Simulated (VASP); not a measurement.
Given:

```yaml
crystal:
  lattice:
    - [4.40882, 0.00000, 0.00000]
    - [0.00000, 4.40882, 0.00000]
    - [0.00000, 0.00000, 2.87932]
  atoms:
    - { symbol: Ge, position: [0.00000, 0.00000, 0.00000] }
    - { symbol: Ge, position: [0.50000, 0.50000, 0.50000] }
    - { symbol: O, position: [0.30573, 0.30573, 0.00000] }
    - { symbol: O, position: [0.80573, 0.19427, 0.50000] }
    - { symbol: O, position: [0.19427, 0.80573, 0.50000] }
    - { symbol: O, position: [0.69427, 0.69427, 0.00000] }
```

These are SCAN meta-GGA, VASP's PBE PAW potentials (set 64) (plane waves; VASP) values and carry that method's errors. Settings: 520 eV cut-off, 6×6×9 Γ-centred mesh, tetrahedra with Blöchl corrections, potentials Ge_d O.

Estimate the energy per atom (σ→0), band gap (over mesh and band path) with the smallest direct gap where there is one.

The band gap (over mesh and band path) is 2.28 eV. The smallest direct gap (over mesh and band path) is 2.28 eV. The energy per atom (σ→0) is -1189.5 kJ/mol of atoms.

The compound is GeO2 in the rutile structure. It was relaxed first.
